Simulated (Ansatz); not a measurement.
Put LiNbO3 in P6/mmm (No. 191): Li on 1a; Nb on 1b; O on 3g.

Theory: DFT PBE, scalar-relativistic, plane waves, PAW in Ansatz 0.2.0. Cutoff 420 eV, Γ-centred mesh, Gaussian smearing, no spin polarisation.

Energies over the elements count from the elements' standard structures at the same level (O₂ as a molecule), with no fitted energy shifts.

**Question.** Predict the relaxed structure.

**Answer.**

Space group P6/mmm (No. 191). a = 4.195 Å, b = 4.195 Å, c = 5.634 Å, α = 90.00°, β = 90.00°, γ = 120.00°
```json
{"atom": "Li", "site": "1a", "symmetry": "6/mmm", "x": "0.0000", "y": "0.0000", "z": "0.0000"}
{"atom": "Nb", "site": "1b", "symmetry": "6/mmm", "x": "0.0000", "y": "0.0000", "z": "0.5000"}
{"atom": "O", "site": "3g", "symmetry": "mmm", "x": "0.5000", "y": "0.0000", "z": "0.5000"}
```

Around Li lie 2 Nb at 2.82 Å; around Nb lie 6 O at 2.10 Å and 2 Li at 2.82 Å; O has 2 Nb at 2.10 Å and 4 O at 2.10 Å. Another local minimum with the same sites may exist.

**Question.** And its energy and gap?

**Answer.** The formation energy is −0.57 eV/atom and the gap on the 12×12×8 mesh of the 5-atom cell is 0 eV (a metal).

The last run used Gaussian smearing of 0.10 eV. A structure relaxed within its symmetry needn't be a true minimum. Another cell of LiNbO3 relaxed alike, in R3c (a measured cell (COD)), lies 2.00 eV/atom lower, so this cell isn't the stable form at this level.
